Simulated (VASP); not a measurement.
# TePb (Pm-3m) in VASP: further runs

One crystal, TePb, is run at these levels: r2SCAN; tasks: single point, relaxation of cell and atoms.

Everything below comes from runs of VASP 6.6.1. Logs are shortened: lines on timing, memory, paths and dates and some standing lists are left out, and cuts for length are marked.

**1. The crystal as given**

It takes space group Pm-3m (No. 221, cubic). The conventional cell has a = 3.686 Å, b = 3.686 Å, c = 3.686 Å, α = 90.00°, β = 90.00°, γ = 90.00°. Te (site symmetry m-3m) is surrounded by 8 Pb at 3.19 Å. Around Pb (site symmetry m-3m) lie 8 Te at 3.19 Å.

Measurements of this composition are mostly on another form, of space group No. 225.

**2. Single point, r2SCAN**

POSCAR

```
TePb
1.0
    3.6862032299      0.0000000000      0.0000000000
    0.0000000000      3.6862032299      0.0000000000
    0.0000000000      0.0000000000      3.6862032299
Te Pb
1 1
Direct
    0.5000000000      0.5000000000      0.5000000000
    0.0000000000      0.0000000000      0.0000000000
```

INCAR.step1

```
PREC = Accurate
ENCUT = 520
ISMEAR = 0
SIGMA = 0.1
LREAL = F
LASPH = T
NELM = 100
NBANDS = 17
GGA = PE
ALGO = Normal
EDIFF = 1E-4
LWAVE = T
LCHARG = F
```

INCAR.step2

```
PREC = Accurate
ENCUT = 520
EDIFF = 1E-7
ISMEAR = 0
SIGMA = 0.1
LREAL = F
LASPH = T
NELM = 100
ALGO = Normal
ISIF = 2
LWAVE = F
LCHARG = T
METAGGA = R2SCAN
LMIXTAU = T
LELF = T
LVHAR = T
NBANDS = 17
ISTART = 1
```

KPOINTS

```
Automatic mesh
0
Gamma
  6 6 6
```

Potentials or basis: VASP PAW PBE potentials, release 64 (Te, Pb_d).

The run is started by

```console
cat potpaw_PBE.64/Te/POTCAR potpaw_PBE.64/Pb_d/POTCAR > POTCAR
cp INCAR.step1 INCAR
mpirun -np 1 vasp_std > vasp.out
cp INCAR.step2 INCAR
mpirun -np 1 vasp_std > vasp.out
```

OUTCAR:

```text
PREC = Accurate
   ENCUT = 520
   EDIFF = 1E-7
   ISMEAR = 0
   LREAL = F
   LASPH = T
   NELM = 100
   ISIF = 2
   METAGGA = R2SCAN
   ISTART = 1

 ion  position               nearest neighbor table
   1  0.500  0.500  0.500-   2 3.19   2 3.19   2 3.19   2 3.19   2 3.19   2 3.19   2 3.19   2 3.19

   2  0.000  0.000  0.000-   1 3.19   1 3.19   1 3.19   1 3.19   1 3.19   1 3.19   1 3.19   1 3.19

  LATTYP: Found a simple cubic cell.
 ALAT       =     3.6862032299

  Lattice vectors:

 A1 = (   3.6862032299,   0.0000000000,   0.0000000000)
 A2 = (   0.0000000000,   3.6862032299,   0.0000000000)
 A3 = (   0.0000000000,   0.0000000000,   3.6862032299)

Analysis of symmetry for initial positions (statically):
=====================================================================
 Subroutine PRICEL returns:
 Original cell was already a primitive cell.

 Routine SETGRP: Setting up the symmetry group for a
 simple cubic supercell.

 Subroutine GETGRP returns: Found 48 space group operations
 (whereof 48 operations were pure point group operations)
 out of a pool of 48 trial point group operations.

The static configuration has the point symmetry O_h .

Analysis of symmetry for dynamics (positions and initial velocities):
=====================================================================
 Subroutine PRICEL returns:
 Original cell was already a primitive cell.

 Routine SETGRP: Setting up the symmetry group for a
 simple cubic supercell.

 Subroutine GETGRP returns: Found 48 space group operations
 (whereof 48 operations were pure point group operations)
 out of a pool of 48 trial point group operations.

The dynamic configuration has the point symmetry O_h .

 Subroutine INISYM returns: Found 48 space group operations
 (whereof 48 operations are pure point group operations),
 and found     1 'primitive' translations

----------------------------------------------------------------------------------------

                                     Primitive cell

  volume of cell :      50.0885

  direct lattice vectors                    reciprocal lattice vectors
     3.686203230  0.000000000  0.000000000     0.271281841  0.000000000  0.000000000
     0.000000000  3.686203230  0.000000000     0.000000000  0.271281841  0.000000000
     0.000000000  0.000000000  3.686203230     0.000000000  0.000000000  0.271281841

  length of vectors
     3.686203230  3.686203230  3.686203230     0.271281841  0.271281841  0.271281841

  position of ions in fractional coordinates (direct lattice)
     0.500000000  0.500000000  0.500000000
     0.000000000  0.000000000  0.000000000

  ion indices of the primitive-cell ions
   primitive index   ion index
                 1           1
                 2           2

----------------------------------------------------------------------------------------

 KPOINTS: Automatic mesh

Automatic generation of k-mesh.
 Grid dimensions read from file:
 generate k-points for:    6    6    6

 Generating k-lattice:

  Cartesian coordinates                     Fractional coordinates (reciprocal lattice)
     0.045213640  0.000000000  0.000000000     0.166666667  0.000000000  0.000000000
     0.000000000  0.045213640  0.000000000     0.000000000  0.166666667  0.000000000
     0.000000000  0.000000000  0.045213640     0.000000000  0.000000000  0.166666667

  Length of vectors
     0.045213640  0.045213640  0.045213640

  Shift w.r.t. Gamma in fractional coordinates (k-lattice)
     0.000000000  0.000000000  0.000000000

 Subroutine IBZKPT returns following result:
 ===========================================

 Found     20 irreducible k-points:

 Following reciprocal coordinates:
            Coordinates               Weight
  0.000000  0.000000  0.000000      1.000000
  0.166667  0.000000  0.000000      6.000000
  0.333333  0.000000  0.000000      6.000000
  0.500000  0.000000  0.000000      3.000000
  0.166667  0.166667  0.000000     12.000000
  0.333333  0.166667  0.000000     24.000000
[... 12 lines left out ...]
  0.500000  0.500000  0.333333      6.000000
  0.500000  0.500000  0.500000      1.000000
   k-points           NKPTS =     20   k-points in BZ     NKDIM =     20   number of bands    NBANDS=     17
   number of dos      NEDOS =    301   number of ions     NIONS =      2
   total plane-waves  NPLWV =  21952
   dimension x,y,z NGX =    28 NGY =   28 NGZ =   28
   dimension x,y,z NGXF=    56 NGYF=   56 NGZF=   56
   ions per type =               1   1
   NGX,Y,Z   is equivalent  to a cutoff of  12.63, 12.63, 12.63 a.u.
   NGXF,Y,Z  is equivalent  to a cutoff of  25.26, 25.26, 25.26 a.u.
 SYSTEM =  unknown system
   PREC   = accura    normal or accurate (medium, high low for compatibility)
   ISTART =      1    job   : 0-new  1-cont  2-samecut
   ICHARG =      0    charge: 1-file 2-atom 10-const
   ISPIN  =      1    spin polarized calculation?
   LNONCOLLINEAR =      F non collinear calculations
   LSORBIT =      F    spin-orbit coupling
[... 99 lines left out ...]
      2      -8.3100      2.00000
      3      -8.3100      2.00000
      4      -8.2680      2.00000
      5      -8.2334      2.00000
      6      -3.0241      2.00000
[... 9 lines left out ...]
     16      22.1795      0.00000
     17      23.5704      0.00000

 k-point     5 :       0.1667    0.1667    0.0000
  band No.  band energies     occupation
      1      -8.3980      2.00000
      2      -8.3595      2.00000
      3      -8.2812      2.00000
      4      -8.2571      2.00000
      5      -8.2510      2.00000
      6      -4.5058      2.00000
[... 9 lines left out ...]
     16      19.6529      0.00000
     17      19.7452      0.00000

 k-point     6 :       0.3333    0.1667    0.0000
  band No.  band energies     occupation
      1      -8.3865      2.00000
      2      -8.3293      2.00000
      3      -8.2884      2.00000
      4      -8.2866      2.00000
      5      -8.2496      2.00000
      6      -3.6063      2.00000
[... 9 lines left out ...]
     16      19.4607      0.00000
     17      19.7096      0.00000

 k-point     7 :       0.5000    0.1667    0.0000
  band No.  band energies     occupation
      1      -8.3829      2.00000
      2      -8.3526      2.00000
      3      -8.3050      2.00000
      4      -8.2483      2.00000
      5      -8.2477      2.00000
      6      -2.7257      2.00000
[... 9 lines left out ...]
     16      20.3627      0.00000
     17      21.6203      0.00000

 k-point     8 :       0.3333    0.3333    0.0000
  band No.  band energies     occupation
      1      -8.3997      2.00000
      2      -8.3545      2.00000
      3      -8.2829      2.00000
      4      -8.2769      2.00000
      5      -8.2276      2.00000
      6      -2.7413      2.00000
[... 9 lines left out ...]
     16      19.5694      0.00000
     17      20.6142      0.00000
[... 123 lines left out ...]
      1      -8.4184      2.00000
      2      -8.3238      2.00000
      3      -8.3030      2.00000
      4      -8.2986      2.00000
      5      -8.1889      2.00000
      6      -1.7950      2.00000
[... 9 lines left out ...]
     16      20.5392      0.00000
     17      22.6087      0.00000

 k-point    16 :       0.5000    0.5000    0.1667
  band No.  band energies     occupation
      1      -8.4516      2.00000
      2      -8.3165      2.00000
      3      -8.3165      2.00000
      4      -8.2889      2.00000
      5      -8.1556      2.00000
      6      -1.3552      2.00000
[... 9 lines left out ...]
     16      20.4961      0.00000
     17      21.1159      0.00000

 k-point    17 :       0.3333    0.3333    0.3333
  band No.  band energies     occupation
      1      -8.3793      2.00000
      2      -8.3494      2.00000
      3      -8.3494      2.00000
      4      -8.2219      2.00000
      5      -8.2219      2.00000
      6      -1.8148      2.00000
[... 9 lines left out ...]
     16      21.2621      0.00000
     17      24.6779      0.00000

 k-point    18 :       0.5000    0.3333    0.3333
  band No.  band energies     occupation
      1      -8.3968      2.00000
      2      -8.3727      2.00000
      3      -8.3462      2.00000
      4      -8.2204      2.00000
      5      -8.1779      2.00000
      6      -1.3413      2.00000
[... 9 lines left out ...]
     16      22.6933      0.00000
     17      24.3160      0.00000

 k-point    19 :       0.5000    0.5000    0.3333
  band No.  band energies     occupation
      1      -8.4136      2.00000
      2      -8.3689      2.00000
      3      -8.3689      2.00000
      4      -8.1983      2.00000
      5      -8.1537      2.00000
      6      -1.0620      2.00000
[... 9 lines left out ...]
     16      24.3662      0.00000
     17      25.6692      0.00000

 k-point    20 :       0.5000    0.5000    0.5000
  band No.  band energies     occupation
      1      -8.3945      2.00000
      2      -8.3945      2.00000
      3      -8.3945      2.00000
      4      -8.1529      2.00000
      5      -8.1529      2.00000
      6      -0.8872      2.00000
[... 9 lines left out ...]
     16      26.9670      0.00000
     17      27.0976      0.00000

------------------------ aborting loop because EDIFF is reached ----------------------------------------

  FORCE on cell =-STRESS in cart. coord.  units (eV):
  Direction    XX          YY          ZZ          XY          YZ          ZX
  --------------------------------------------------------------------------------------
  -------------------------------------------------------------------------------------
  Total        5.5201671      5.5201671      5.5201671     -0.0000000      0.0000000      0.0000000
  in kB      176.5732788    176.5732788    176.5732788     -0.0000000      0.0000000      0.0000000
  external PRESSURE =     176.5732788 kB  Pullay stress =       0.0000000 kB

 VOLUME and BASIS-vectors are now :
 -----------------------------------------------------------------------------
  energy-cutoff  :      520.00
  volume of cell :       50.09
      direct lattice vectors                 reciprocal lattice vectors
     3.686203230  0.000000000  0.000000000     0.271281841  0.000000000  0.000000000
     0.000000000  3.686203230  0.000000000     0.000000000  0.271281841  0.000000000
     0.000000000  0.000000000  3.686203230     0.000000000  0.000000000  0.271281841

 POSITION                                       TOTAL-FORCE (eV/Angst)
 -----------------------------------------------------------------------------------
      1.84310      1.84310      1.84310         0.000000      0.000000      0.000000
      0.00000      0.00000      0.00000         0.000000      0.000000      0.000000
 -----------------------------------------------------------------------------------
    total drift:                               -0.000000      0.000000     -0.000000

  FREE ENERGIE OF THE ION-ELECTRON SYSTEM (eV)
  ---------------------------------------------------
  free  energy   TOTEN  =       -81.5832052885 eV

  energy  without entropy=      -81.5771398631  energy(sigma->0) =      -81.58017258
```

It took 37 s on 1 thread of Intel Xeon Platinum 8488C (Sapphire Rapids), shared host; peak memory 0.17 GiB.

What came out:

```yaml
Free_energy: -81.5832 eV
Pressure: 17.7 GPa
Band_gap_on_the_k_mesh: none (metal or under the smearing width)
```

Levels at points of the mesh, in eV from the Fermi level:
| k point | band 6 | band 7 | band 8 | band 9 | band 10 | band 11 | band 12 | band 13 | band 14 | band 15 |
| --- | --- | --- | --- | --- | --- | --- | --- | --- | --- | --- |
| (0.00, 0.00, 0.00) | -14.56 | -5.90 | -2.30 | -2.30 | -2.30 | 4.13 | 4.13 | 7.50 | 7.50 | 7.50 |
| (0.50, 0.00, 0.00) | -12.44 | -10.55 | -0.17 | -0.17 | -0.05 | 1.06 | 2.73 | 2.73 | 5.33 | 7.74 |
| (0.50, 0.50, 0.00) | -10.90 | -8.41 | -6.11 | -6.11 | 0.30 | 4.60 | 4.88 | 4.88 | 7.23 | 8.58 |
| (0.50, 0.50, 0.50) | -10.30 | -7.07 | -3.45 | -3.45 | -3.45 | -1.73 | -1.73 | -1.73 | 17.55 | 17.55 |

Caveat: so large a pressure means that the cell lies far from this level's equilibrium, or that cutoff or potentials fall short; the potentials were made for another functional, which shifts forces and pressure. Spin-orbit coupling is left out, which matters for the levels of Pb, Te.

**3. Relaxation of cell and atoms, r2SCAN, target pressure 17.6 GPa, at which the enthalpy is minimised**

POSCAR is that of step 2.

INCAR.step1

```
PREC     = Accurate       # precision mode
ENCUT    = 600            # plane-wave cutoff, eV
ISMEAR   = 0              # smearing method
SIGMA    = 0.1            # smearing width, eV
LREAL    = False          # projectors in reciprocal space
LASPH    = True           # aspherical terms in the spheres
NELM     = 100            # most SCF steps
GGA      = PE             # functional
ALGO     = Normal         # electronic algorithm
EDIFF    = 1E-4           # SCF threshold, eV
LWAVE    = True           # write WAVECAR
LCHARG   = False          # write CHGCAR
```

INCAR.step2

```
PREC     = Accurate       # precision mode
ENCUT    = 600            # plane-wave cutoff, eV
EDIFF    = 1E-6           # SCF threshold, eV
ISMEAR   = 0              # smearing method
SIGMA    = 0.1            # smearing width, eV
LREAL    = False          # projectors in reciprocal space
LASPH    = True           # aspherical terms in the spheres
NELM     = 100            # most SCF steps
ALGO     = Normal         # electronic algorithm
ISIF     = 3              # what is computed and relaxed
LWAVE    = False          # write WAVECAR
LCHARG   = False          # write CHGCAR
METAGGA  = R2SCAN         # meta-GGA
LMIXTAU  = True         
IBRION   = 2              # ionic algorithm
NSW      = 80             # ionic steps
EDIFFG   = -0.05          # ionic threshold
PSTRESS  = 176.0        
ISTART   = 1
```

KPOINTS

```
regular mesh
0
Gamma
  6 6 6
```

Potentials or basis: VASP PAW PBE potentials, release 64 (Te, Pb_d).

The run is started by

```console
cat potpaw_PBE.64/Te/POTCAR potpaw_PBE.64/Pb_d/POTCAR > POTCAR
cp INCAR.step1 INCAR
mpirun -np 1 vasp_std > vasp.out
cp INCAR.step2 INCAR
mpirun -np 1 vasp_std > vasp.out
```

It took 41 s on 1 thread of Intel Xeon Platinum 8488C (Sapphire Rapids), shared host; peak memory 0.18 GiB.

The run converged. Its results:

```
Free energy             : -81.5839 eV
Pressure after relaxing : 17.7 GPa
Band gap on the k mesh  : none (metal or under the smearing width)
```

Final structure:
```
CELL_PARAMETERS angstrom
3.68620 0.00000 0.00000
0.00000 3.68620 0.00000
0.00000 0.00000 3.68620
ATOMIC_POSITIONS crystal
Te 0.50000 0.50000 0.50000
Pb 0.00000 0.00000 0.00000
```

Levels at points of the mesh, in eV from the Fermi level:
```tsv
k point	band 7	band 8	band 9	band 10	band 11	band 12	band 13	band 14
(0.00, 0.00, 0.00)	-5.90	-2.30	-2.30	-2.30	4.13	4.13	7.50	7.50
(0.50, 0.00, 0.00)	-10.55	-0.17	-0.17	-0.05	1.06	2.73	2.73	5.33
(0.50, 0.50, 0.00)	-8.41	-6.11	-6.11	0.30	4.60	4.88	4.88	7.23
(0.50, 0.50, 0.50)	-7.07	-3.45	-3.45	-3.45	-1.73	-1.73	-1.73	17.55
```

Caveat: the relaxation stopped at its first step, so nothing moved; the cell is relaxed towards a set pressure, so the enthalpy falls and the energy may rise; the PAW data sets were made with another functional, which shifts forces and pressure a little. Spin-orbit coupling is left out, which matters for the levels of Pb, Te.

**4. Single point, r2SCAN**

This run uses another cell than the first one, of 24.92 Å³/atom, 0.995 times its volume.

POSCAR

```
TePb
1.0
    3.6800104777      0.0000000000      0.0000000000
    0.0000000000      3.6800104777      0.0000000000
    0.0000000000      0.0000000000      3.6800104777
Te Pb
1 1
Direct
    0.5000000000      0.5000000000      0.5000000000
    0.0000000000      0.0000000000      0.0000000000
```

INCAR.step1

```
SYSTEM = TePb
ALGO = Normal ; EDIFF = 1E-4
ENCUT = 520 ; GGA = PE
ISMEAR = -1 ; LASPH = .True.
LCHARG = .False. ; LREAL = .False.
LWAVE = .True. ; NBANDS = 17
NELM = 60 ; PREC = Accurate
SIGMA = 0.1
```

INCAR.step2

```
SYSTEM = TePb
ALGO = Normal ; EDIFF = 1E-6
ENCUT = 520 ; ISIF = 2
ISMEAR = -1 ; ISTART = 1
LASPH = .True. ; LCHARG = .True.
LELF = .True. ; LMIXTAU = .True.
LREAL = .False. ; LVHAR = .True.
LWAVE = .False. ; METAGGA = R2SCAN
NBANDS = 17 ; NELM = 60
PREC = Accurate ; SIGMA = 0.1
```

KPOINTS

```
k-points
0
Gamma
  12 12 12
  0 0 0
```

The run is started by

```console
cat potpaw_PBE.64/Te/POTCAR potpaw_PBE.64/Pb_d/POTCAR > POTCAR
cp INCAR.step1 INCAR
mpirun -np 1 vasp_std > vasp.out
cp INCAR.step2 INCAR
mpirun -np 1 vasp_std > vasp.out
```

It took 1.9 min on 1 thread of AMD EPYC 9R45 (Zen 5), shared host; peak memory 0.19 GiB.

It converged, with:

```
Free energy            : -81.5624 eV
Pressure               : 17.7 GPa
Band gap on the k mesh : none (metal or under the smearing width)
```

Levels at points of the mesh, in eV from the Fermi level:
| k point | band 7 | band 8 | band 9 | band 10 | band 11 | band 12 | band 13 | band 14 |
| --- | --- | --- | --- | --- | --- | --- | --- | --- |
| (0.00, 0.00, 0.00) | -5.91 | -2.35 | -2.35 | -2.35 | 4.09 | 4.09 | 7.51 | 7.51 |
| (0.50, 0.00, 0.00) | -10.62 | -0.20 | -0.20 | -0.06 | 1.04 | 2.70 | 2.70 | 5.29 |
| (0.50, 0.50, 0.00) | -8.45 | -6.18 | -6.18 | 0.27 | 4.59 | 4.87 | 4.87 | 7.21 |
| (0.50, 0.50, 0.50) | -7.09 | -3.50 | -3.50 | -3.50 | -1.78 | -1.78 | -1.78 | 17.58 |

Caveat: so large a pressure means that the cell lies far from this level's equilibrium, or that cutoff or potentials fall short; the potentials were made for another functional, which shifts forces and pressure. The run has no spin-orbit coupling, so splittings on Pb, Te are missing.

**5. Summary**

```csv
task,cell,k mesh,cutoff (eV),smearing,target pressure,gap on the mesh (eV),pressure (GPa)
single point,"Pm-3m, 25.04 Å³/atom",6 × 6 × 6,520,gaussian 0.1 eV,-,none,17.7
relaxation of cell and atoms,relaxed to 17.6 GPa,6 × 6 × 6,600,gaussian 0.1 eV,17.6 GPa,none,17.7
single point,"Pm-3m, 24.92 Å³/atom",12 × 12 × 12,520,fermi-dirac 0.1 eV,-,none,17.7
```

Alike in all rows: level r2SCAN; potentials or basis VASP PAW PBE potentials, release 64 (Te, Pb_d); no spin polarisation.

Caveats: so large a pressure means that the cell lies far from this level's equilibrium, or that cutoff or potentials fall short (some runs); the potentials were made for another functional, which shifts forces and pressure (some runs); the relaxation stopped at its first step, so nothing moved (some runs); the cell is relaxed towards a set pressure, so the enthalpy falls and the energy may rise (some runs); the PAW data sets were made with another functional, which shifts forces and pressure a little (some runs).

Total energies depend on the potentials used, so only differences within one code and one set of settings carry meaning.
